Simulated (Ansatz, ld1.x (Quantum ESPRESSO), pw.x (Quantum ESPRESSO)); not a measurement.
scandium (Sc) (bcc): variants of one TM potential in the solid

| Property | Result |
| --- | --- |
| Element | Sc |
| Generator | ld1.x (Quantum ESPRESSO) 7.5 |
| Type | norm-conserving Troullier–Martins (Kleinman–Bylander form) |
| Functional | PBE |
| Relativity | scalar-relativistic |
| Frozen core | [Ar] |
| Valence charge | 3 |
| Reference configuration | 3d1 4s2 4p0 |
| Partial waves | 4s (bound): rc 3.20 bohr; 4p (bound, empty): rc 3.80 bohr; 3d (bound): rc 2.20 bohr |
| Local potential | all-electron potential smoothed inside 2.95 bohr (lloc = -1) |
| Core correction | a·sin(br)/r model core inside 1.20 bohr |

Crystal test: bcc Sc in pw.x 7.5, no spin, 13³ k-points, Fermi–Dirac smearing 0.01 Ry, cutoffs set for each file from its atomic test. The reference is all-electron LAPW (Ansatz 0.2.0) with the same functional, mesh and smearing; V0 and B0 come from Birch–Murnaghan fits to the pressures at five volumes. Errors are pseudo minus all-electron; Δ is the rms difference of the E(V) curves that follow from these fits, minima aligned, over ±6 % about the mean V0. Mesh and smearing are coarse, so the numbers serve the comparison and aren't converged zero-temperature values; the lattice is a test structure that the element need not adopt.

All-electron: a0 = 3.685 Å (V0 = 25.02 Å³/atom), B0 = 52.2 GPa.

Base: The largest radius (3.80 bohr) exceeds half the bond length (3.01 bohr), so the spheres overlap, which is one possible source of error among others. The logarithmic derivative shows an extra or strongly shifted pseudo pole above the reference energy (s near 1.57 Ry).

A dash in a converged row means that the minimum lies outside the volumes sampled.

```csv
change,cutoffs (Ry),pw.x,a0 (Å),a0 error (%),B0 error (%),Δ (meV/atom),mean pressure error (GPa)
base,60/240,converged,3.694,+0.24,+3.1,2.1,+0.40
local potential all-electron potential smoothed inside 2.48 bohr (lloc = -1),60/240,converged; bound ghost,3.655,-0.80,+3.4,6.9,-1.25
local potential all-electron potential smoothed inside 3.06 bohr (lloc = -1),60/240,converged,3.697,+0.32,+3.1,2.9,+0.55
local potential all-electron potential smoothed inside 3.72 bohr (lloc = -1),60/240,converged,3.717,+0.87,+3.0,7.7,+1.49
local potential all-electron potential smoothed inside 4.36 bohr (lloc = -1),60/240,converged,–,–,–,–,+14.63
```

**Question.** Give the row for: local potential all-electron potential smoothed inside 1.66 bohr (lloc = -1).

**Answer.** pw.x: converged; bound ghost; mean pressure error (GPa): +24.42.
